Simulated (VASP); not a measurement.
# W in VASP: further runs

Runs on W. Level: PBE. Tasks: single point.

Everything below comes from runs of VASP 6.6.1. Logs are shortened: lines on timing, memory, paths and dates and some standing lists are left out, and cuts for length are marked.

## Step 1: The structure

The cell holds a slab with vacuum, 6 atoms: a = 2.871 Å, b = 2.871 Å, c = 25.150 Å, α = 90.00°, β = 90.00°, γ = 90.00°.

The slab is cut from a database's or a generator's crystal, which needn't be the stable form of the element.

## Step 2: Single point, PBE

The input, INCAR:

```
SYSTEM = W
PREC = Accurate ; ENCUT = 600
EDIFF = 1E-6 ; ISMEAR = -1
SIGMA = 0.05 ; LREAL = .False.
LASPH = .True. ; NELM = 60
ALGO = Fast ; ISIF = 2
LWAVE = .False. ; LCHARG = .True.
LDIPOL = .True. ; IDIPOL = 3
DIPOL = 0.5 0.5 0.500 ; GGA = PE
LELF = .True. ; LVHAR = .True.
LVACPOTAV = .True.
```

The input, KPOINTS:

```
regular mesh
0
Gamma
  7 7 1
  0 0 0
```

The input, POSCAR:

```
W
1.0
    2.8708535316      0.0000000000      0.0000000000
    0.0000000000      2.8708535316      0.0000000000
    0.0000000000      0.0000000000     25.1500000000
W
6
Direct
    0.5000000000      0.5000000000      0.2982107356
    0.0000000000      0.0000000000      0.3789264414
    0.5000000000      0.5000000000      0.4596421471
    0.0000000000      0.0000000000      0.5403578529
    0.5000000000      0.5000000000      0.6210735586
    0.0000000000      0.0000000000      0.7017892644
```

Potentials or basis: VASP PAW PBE potentials, release 64 (W_sv_GW).

On the command line:

```bash
$ cat potpaw_PBE.64/W_sv_GW/POTCAR > POTCAR
$ mpirun -np 1 vasp_std > vasp.out
```

OUTCAR:

```text
SYSTEM = W
   PREC = Accurate
   ENCUT = 600
   EDIFF = 1E-6
   ISMEAR = -1
   LREAL = .False.
   LASPH = .True.
   NELM = 60
   ISIF = 2
   GGA = PE

 ion  position               nearest neighbor table
   1  0.500  0.500  0.298-   2 2.87   2 2.87   2 2.87   2 2.87
   2  0.000  0.000  0.379-   3 2.87   3 2.87   3 2.87   3 2.87   1 2.87   1 2.87   1 2.87   1 2.87

   3  0.500  0.500  0.460-   2 2.87   2 2.87   2 2.87   2 2.87   4 2.87   4 2.87   4 2.87   4 2.87

   4  0.000  0.000  0.540-   5 2.87   5 2.87   5 2.87   5 2.87   3 2.87   3 2.87   3 2.87   3 2.87

   5  0.500  0.500  0.621-   4 2.87   4 2.87   4 2.87   4 2.87   6 2.87   6 2.87   6 2.87   6 2.87

   6  0.000  0.000  0.702-   5 2.87   5 2.87   5 2.87   5 2.87

  LATTYP: Found a simple tetragonal cell.
 ALAT       =     2.8708535316
 C/A-ratio  =     8.7604608606

  Lattice vectors:

 A1 = (   2.8708535316,   0.0000000000,   0.0000000000)
 A2 = (   0.0000000000,   2.8708535316,   0.0000000000)
 A3 = (   0.0000000000,   0.0000000000,  25.1500000000)

Analysis of symmetry for initial positions (statically):
=====================================================================
 Subroutine PRICEL returns:
 Original cell was already a primitive cell.

 Routine SETGRP: Setting up the symmetry group for a
 simple tetragonal supercell.

 Subroutine GETGRP returns: Found 16 space group operations
 (whereof  8 operations were pure point group operations)
 out of a pool of 16 trial point group operations.

The static configuration has the point symmetry C_4v.
 The point group associated with its full space group is D_4h.

Analysis of symmetry for dynamics (positions and initial velocities):
=====================================================================
 Subroutine PRICEL returns:
 Original cell was already a primitive cell.

 Routine SETGRP: Setting up the symmetry group for a
 simple tetragonal supercell.

 Subroutine GETGRP returns: Found 16 space group operations
 (whereof  8 operations were pure point group operations)
 out of a pool of 16 trial point group operations.

The dynamic configuration has the point symmetry C_4v.
 The point group associated with its full space group is D_4h.

 Subroutine INISYM returns: Found 16 space group operations
 (whereof  8 operations are pure point group operations),
 and found     1 'primitive' translations

----------------------------------------------------------------------------------------

                                     Primitive cell

  volume of cell :     207.2813

  direct lattice vectors                    reciprocal lattice vectors
     2.870853532  0.000000000  0.000000000     0.348328464  0.000000000  0.000000000
     0.000000000  2.870853532  0.000000000     0.000000000  0.348328464  0.000000000
     0.000000000  0.000000000 25.150000000     0.000000000  0.000000000  0.039761431

  length of vectors
     2.870853532  2.870853532 25.150000000     0.348328464  0.348328464  0.039761431

  position of ions in fractional coordinates (direct lattice)
     0.500000000  0.500000000  0.298210736
     0.000000000  0.000000000  0.378926441
     0.500000000  0.500000000  0.459642147
     0.000000000  0.000000000  0.540357853
     0.500000000  0.500000000  0.621073559
     0.000000000  0.000000000  0.701789264

  ion indices of the primitive-cell ions
   primitive index   ion index
                 1           1
                 2           2
                 3           3
                 4           4
                 5           5
                 6           6

----------------------------------------------------------------------------------------

 KPOINTS: regular mesh

Automatic generation of k-mesh.
 Grid dimensions read from file:
 generate k-points for:    7    7    1

 Generating k-lattice:

  Cartesian coordinates                     Fractional coordinates (reciprocal lattice)
     0.049761209  0.000000000  0.000000000     0.142857143  0.000000000  0.000000000
     0.000000000  0.049761209  0.000000000     0.000000000  0.142857143  0.000000000
     0.000000000  0.000000000  0.039761431     0.000000000  0.000000000  1.000000000

  Length of vectors
     0.049761209  0.049761209  0.039761431

  Shift w.r.t. Gamma in fractional coordinates (k-lattice)
     0.000000000  0.000000000  0.000000000

 Subroutine IBZKPT returns following result:
 ===========================================

 Found     10 irreducible k-points:

 Following reciprocal coordinates:
            Coordinates               Weight
  0.000000  0.000000  0.000000      1.000000
  0.142857  0.000000  0.000000      4.000000
  0.285714  0.000000  0.000000      4.000000
  0.428571  0.000000  0.000000      4.000000
  0.142857  0.142857  0.000000      4.000000
  0.285714  0.142857  0.000000      8.000000
  0.428571  0.142857  0.000000      8.000000
  0.285714  0.285714  0.000000      4.000000
  0.428571  0.285714  0.000000      8.000000
  0.428571  0.428571  0.000000      4.000000
   k-points           NKPTS =     10   k-points in BZ     NKDIM =     10   number of bands    NBANDS=     50
   number of dos      NEDOS =    301   number of ions     NIONS =      6
   total plane-waves  NPLWV = 120960
   dimension x,y,z NGX =    24 NGY =   24 NGZ =  210
   dimension x,y,z NGXF=    48 NGYF=   48 NGZF=  420
   ions per type =               6
   NGX,Y,Z   is equivalent  to a cutoff of  13.90, 13.90, 13.88 a.u.
   NGXF,Y,Z  is equivalent  to a cutoff of  27.80, 27.80, 27.76 a.u.
 SYSTEM =  W
   PREC   = accura    normal or accurate (medium, high low for compatibility)
   ISTART =      0    job   : 0-new  1-cont  2-samecut
   ICHARG =      2    charge: 1-file 2-atom 10-const
   ISPIN  =      1    spin polarized calculation?
   LNONCOLLINEAR =      F non collinear calculations
   LSORBIT =      F    spin-orbit coupling
   LASPH  =      T    aspherical Exc in radial PAW
   ENCUT  =  600.0 eV  44.10 Ry    6.64 a.u.   5.73  5.73 50.23*2*pi/ulx,y,z
   NELM   =     60;   NELMIN=  2; NELMDL= -5     # of ELM steps
   EDIFF  = 0.1E-05   stopping-criterion for ELM
   LREAL  =      F    real-space projection
   EDIFFG = 0.1E-04   stopping-criterion for IOM
   NSW    =      0    number of steps for IOM
   IBRION =     -1    ionic relax: 0-MD 1-quasi-New 2-CG
   NFREE  =      0    steps in history (QN), initial steepest desc. (CG)
   ISIF   =      2    stress and relaxation
   ISYM   =      2    0-nonsym 1-usesym 2-fastsym
   POTIM  = 0.5000    time-step for ionic-motion
   TEBEG  =    0.0;   TEEND  =   0.0 temperature during run
   PSTRESS=    0.0 pullay stress
   NELECT =      84.0000    total number of electrons
   NUPDOWN=      -1.0000    fix difference up-down
   EMIN   =  10.00;   EMAX   =-10.00  energy-range for DOS
   EFERMI =   0.00;   METHOD = LEGACY
   ISMEAR =    -1;   SIGMA  =   0.05  broadening in eV -4-tet -1-fermi 0-gaus
   EFERMI_NEDOS =   21; number of points for ismear=-14 and -15
   IALGO  =     68    algorithm
   IMIX   =      4    mixing-type and parameters
     AMIX     =   0.40;   BMIX     =  1.00
     AMIX_MAG =   1.60;   BMIX_MAG =  1.00
  volume/ion in A,a.u.               =      34.55       233.13
  Fermi-wavevector in a.u.,A,eV,Ry     =   1.211475  2.289356 19.968896  1.467672
  Thomas-Fermi vector in A             =   2.346990
   LORBIT       =      0    0 simple, 1 ext, 2 COOP (PROOUT), +10 PAW based schemes
   GGA     = PE    functional components
   LHFCALC =     F    Hartree Fock is set to
   AEXX    =    0.0000 exact exchange contribution
   IVDW    =     0    specifies the selected vdW correction
   LEPSILON=     F    determine dielectric tensor
   LRPA    =     F    only Hartree local field effects (RPA)
 non-spin polarized calculation
 RMM-DIIS sequential band-by-band and
  energy-cutoff  :      600.00
  volume of cell :      207.28
 maximum number of plane-waves:      6966
 NGX is ok and might be reduce to    24
   NGX = 11   NGY = 11   NGZ =101

 dipolmoment           0.000000      0.000000      0.000000 electrons x Angstroem

 number of electron      83.9999977 magnetization

 dipolmoment           0.000000      0.000000     -0.000000 electrons x Angstroem

 Free energy of the ion-electron system (eV)
  ---------------------------------------------------
  ext. energy  EPLUGINS =         0.00000000
  ---------------------------------------------------
  free energy    TOTEN  =       -83.75626702 eV

  energy without entropy =      -83.66472878  energy(sigma->0) =      -83.71049790

 E-fermi :   3.3389     XC(G=0):  -7.4585

 val. band max:        3.3302843946   @ k =   0.1429   0.1429   0.0000
 cond. band min:       3.3743738374   @ k =   0.4286   0.0000   0.0000
 fundamental gap:      0.0440894428
 Fermi energy:         3.3388688772

 k-point     1 :       0.0000    0.0000    0.0000
  band No.  band energies     occupation
      1     -70.8149      2.00000
      2     -70.8148      2.00000
      3     -70.4324      2.00000
      4     -70.4299      2.00000
      5     -70.2977      2.00000
      6     -70.2358      2.00000
[... 42 lines left out ...]
     49       5.5787      0.00000
     50       5.7192      0.00000

 k-point     2 :       0.1429    0.0000    0.0000
  band No.  band energies     occupation
      1     -70.8084      2.00000
      2     -70.8084      2.00000
      3     -70.4252      2.00000
      4     -70.4233      2.00000
      5     -70.2900      2.00000
      6     -70.2338      2.00000
[... 42 lines left out ...]
     49       5.3553      0.00000
     50       5.5650      0.00000

 k-point     3 :       0.2857    0.0000    0.0000
  band No.  band energies     occupation
      1     -70.7939      2.00000
      2     -70.7938      2.00000
      3     -70.4091      2.00000
      4     -70.4085      2.00000
      5     -70.2709      2.00000
      6     -70.2312      2.00000
[... 360 lines left out ...]
     49       5.9789      0.00000
     50       6.2095      0.00000

 k-point    10 :       0.4286    0.4286    0.0000
  band No.  band energies     occupation
      1     -70.7521      2.00000
      2     -70.7520      2.00000
      3     -70.3656      2.00000
      4     -70.3656      2.00000
      5     -70.2136      2.00000
      6     -70.2104      2.00000
[... 42 lines left out ...]
     49       7.1100      0.00000
     50       7.4375      0.00000

------------------------ aborting loop because EDIFF is reached ----------------------------------------

  FORCE on cell =-STRESS in cart. coord.  units (eV):
  Direction    XX          YY          ZZ          XY          YZ          ZX
  --------------------------------------------------------------------------------------
  -------------------------------------------------------------------------------------
  Total      -11.9868732    -11.9868732     -4.2227238      0.0000000     -0.0000000      0.0000000
  in kB      -92.6523483    -92.6523483    -32.6394772      0.0000000     -0.0000000      0.0000000
  external PRESSURE =     -72.6480579 kB  Pullay stress =       0.0000000 kB

 VOLUME and BASIS-vectors are now :
 -----------------------------------------------------------------------------
  energy-cutoff  :      600.00
  volume of cell :      207.28
      direct lattice vectors                 reciprocal lattice vectors
     2.870853532  0.000000000  0.000000000     0.348328464  0.000000000  0.000000000
     0.000000000  2.870853532  0.000000000     0.000000000  0.348328464  0.000000000
     0.000000000  0.000000000 25.150000000     0.000000000  0.000000000  0.039761431

 POSITION                                       TOTAL-FORCE (eV/Angst)
 -----------------------------------------------------------------------------------
      1.43543      1.43543      7.50000         0.000000      0.000000      0.420588
      0.00000      0.00000      9.53000         0.000000     -0.000000     -0.066045
      1.43543      1.43543     11.56000         0.000000     -0.000000     -0.032473
      0.00000      0.00000     13.59000         0.000000      0.000000      0.032473
      1.43543      1.43543     15.62000         0.000000      0.000000      0.066045
      0.00000      0.00000     17.65000         0.000000      0.000000     -0.420588
 -----------------------------------------------------------------------------------
    total drift:                                0.000000     -0.000000      0.000000

  FREE ENERGIE OF THE ION-ELECTRON SYSTEM (eV)
  ---------------------------------------------------
  free  energy   TOTEN  =       -83.7562670182 eV

  energy  without entropy=      -83.6647287824  energy(sigma->0) =      -83.71049790

 vacuum level on the upper side and lower side of the slab         7.876         7.876
```

Wall time 9.2 min (1 thread of Intel Xeon Platinum 8559C (Emerald Rapids), shared host); peak memory 0.39 GiB.

What came out:

```
Free energy                     : -83.7563 eV
Largest force                   : 0.421 eV/Å
Band gap on the k mesh          : none (metal or under the smearing width)
Work function of the upper face : 4.54 eV
Work function of the lower face : 4.54 eV
```

Forces on the atoms (eV/Å):
```
W    0.000  0.000  0.421
W    0.000  0.000 -0.066
W    0.000  0.000 -0.032
W    0.000  0.000  0.032
W    0.000  0.000  0.066
W    0.000  0.000 -0.421
```

## Step 3: Single point, PBE

INCAR is that of step 2.

KPOINTS is that of step 2.

POSCAR is that of step 2.

Potentials or basis: VASP PAW PBE potentials, release 54 (W_sv).

On the command line:

```bash
$ cat potpaw_PBE.54/W_sv/POTCAR > POTCAR
$ mpirun -np 1 vasp_std > vasp.out
```

Wall time 4 min (1 thread of Intel Xeon Platinum 8559C (Emerald Rapids), shared host); peak memory 0.38 GiB.

It converged, with:

```yaml
Free_energy: -71.3089 eV
Largest_force: 0.376 eV/Å
Band_gap_on_the_k_mesh: none (metal or under the smearing width)
Work_function_of_the_upper_face: 4.54 eV
Work_function_of_the_lower_face: 4.54 eV
```

Forces in eV/Å, atoms in the order of the input:
```
W    0.000  0.000  0.376
W    0.000  0.000 -0.069
W    0.000  0.000 -0.030
W    0.000  0.000  0.030
W    0.000  0.000  0.069
W    0.000  0.000 -0.376
```

Levels at points of the mesh, in eV from the Fermi level:
```
           k point  band 38  band 39  band 40  band 41  band 42  band 43  band 44  band 45  band 46  band 47
(0.00, 0.00, 0.00)    -0.76    -0.38    -0.38     0.09     0.09     0.29     0.81     1.01     1.01     1.30
```

Spin-orbit coupling is left out, which matters for the levels of W.

## Step 4: Single point, PBE

INCAR is that of step 3.

KPOINTS is that of step 3.

POSCAR is that of step 3.

Potentials or basis: VASP PAW PBE potentials, release 54 (W).

On the command line:

```bash
$ cat potpaw_PBE.54/W/POTCAR > POTCAR
$ mpirun -np 1 vasp_std > vasp.out
```

OUTCAR:

```text
SYSTEM = W
   PREC = Accurate
   ENCUT = 600
   EDIFF = 1E-6
   ISMEAR = -1
   LREAL = .False.
   LASPH = .True.
   NELM = 60
   ISIF = 2
   GGA = PE

 ion  position               nearest neighbor table
   1  0.500  0.500  0.298-   2 2.87   2 2.87   2 2.87   2 2.87
   2  0.000  0.000  0.379-   3 2.87   3 2.87   3 2.87   3 2.87   1 2.87   1 2.87   1 2.87   1 2.87

   3  0.500  0.500  0.460-   2 2.87   2 2.87   2 2.87   2 2.87   4 2.87   4 2.87   4 2.87   4 2.87

   4  0.000  0.000  0.540-   5 2.87   5 2.87   5 2.87   5 2.87   3 2.87   3 2.87   3 2.87   3 2.87

[... 450 lines left out ...]
  Total      -13.0343282    -13.0343282     -5.2893334      0.0000000      0.0000000     -0.0000000
  in kB     -100.7486353   -100.7486353    -40.8838193      0.0000000      0.0000000     -0.0000000
  external PRESSURE =     -80.7936966 kB  Pullay stress =       0.0000000 kB

 VOLUME and BASIS-vectors are now :
 -----------------------------------------------------------------------------
  energy-cutoff  :      600.00
  volume of cell :      207.28
      direct lattice vectors                 reciprocal lattice vectors
     2.870853532  0.000000000  0.000000000     0.348328464  0.000000000  0.000000000
     0.000000000  2.870853532  0.000000000     0.000000000  0.348328464  0.000000000
     0.000000000  0.000000000 25.150000000     0.000000000  0.000000000  0.039761431

 POSITION                                       TOTAL-FORCE (eV/Angst)
 -----------------------------------------------------------------------------------
      1.43543      1.43543      7.50000        -0.000000     -0.000000      0.574757
      0.00000      0.00000      9.53000         0.000000     -0.000000     -0.075670
      1.43543      1.43543     11.56000        -0.000000     -0.000000     -0.048630
      0.00000      0.00000     13.59000         0.000000      0.000000      0.048630
      1.43543      1.43543     15.62000         0.000000     -0.000000      0.075670
      0.00000      0.00000     17.65000         0.000000      0.000000     -0.574757
 -----------------------------------------------------------------------------------
    total drift:                                0.000000     -0.000000      0.000000

  FREE ENERGIE OF THE ION-ELECTRON SYSTEM (eV)
  ---------------------------------------------------
  free  energy   TOTEN  =       -71.5568803537 eV

  energy  without entropy=      -71.4663063250  energy(sigma->0) =      -71.51159334

 vacuum level on the upper side and lower side of the slab         5.653         5.653
```

OSZICAR:

```text
N       E                     dE             d eps       ncg     rms          rms(c)
DAV:   1     0.182284705343E+03    0.18228E+03   -0.15192E+04   440   0.149E+03
DAV:   2    -0.543501667015E+02   -0.23663E+03   -0.22750E+03   620   0.303E+02
DAV:   3    -0.750707068398E+02   -0.20721E+02   -0.19849E+02   578   0.799E+01
[... 29 lines left out ...]
RMM:  33    -0.715568744888E+02   -0.74410E-06   -0.11494E-05   494   0.138E-02    0.556E-03
RMM:  34    -0.715568764380E+02   -0.19492E-05   -0.25811E-06   301   0.666E-03    0.384E-03
RMM:  35    -0.715568778094E+02   -0.13714E-05   -0.18961E-06   303   0.497E-03    0.525E-03
RMM:  36    -0.715568795218E+02   -0.17124E-05   -0.12012E-06   276   0.427E-03    0.576E-03
RMM:  37    -0.715568803537E+02   -0.83187E-06   -0.30471E-06   325   0.864E-03
   1 F= -.71556880E+02 E0= -.71511593E+02  d E =-.905740E-01
```

Wall time 3.1 min (1 thread of Intel Xeon Platinum 8559C (Emerald Rapids), shared host); peak memory 0.35 GiB.

Results:

- Free energy: -71.5569 eV
- Largest force: 0.575 eV/Å
- Band gap on the k mesh: none (metal or under the smearing width)
- Work function of the upper face: 4.54 eV
- Work function of the lower face: 4.54 eV

Forces on the atoms (eV/Å):
```
W    0.000  0.000  0.575
W    0.000  0.000 -0.076
W    0.000  0.000 -0.049
W    0.000  0.000  0.049
W    0.000  0.000  0.076
W    0.000  0.000 -0.575
```

Levels at points of the mesh, in eV from the Fermi level:
| k point | band 16 | band 17 | band 18 | band 19 | band 20 | band 21 |
| --- | --- | --- | --- | --- | --- | --- |
| (0.00, 0.00, 0.00) | -0.39 | 0.09 | 0.09 | 0.31 | 0.82 | 1.00 |

## Step 5: The runs side by side

| potentials or basis | gap on the mesh (eV) | largest force (eV/Å) | work function (eV) |
| --- | --- | --- | --- |
| VASP PAW PBE potentials, release 64 (W_sv_GW) | none | 0.42 | 4.54 |
| VASP PAW PBE potentials, release 54 (W_sv) | none | 0.38 | 4.54 |
| VASP PAW PBE potentials, release 54 (W) | none | 0.57 | 4.54 |

Alike in all rows: task single point; level PBE; no spin polarisation; cell as given; k mesh 7 × 7 × 1; cutoff (eV) 600; smearing fermi-dirac 0.05 eV.

Total energies depend on the potentials used, so only differences within one code and one set of settings carry meaning.
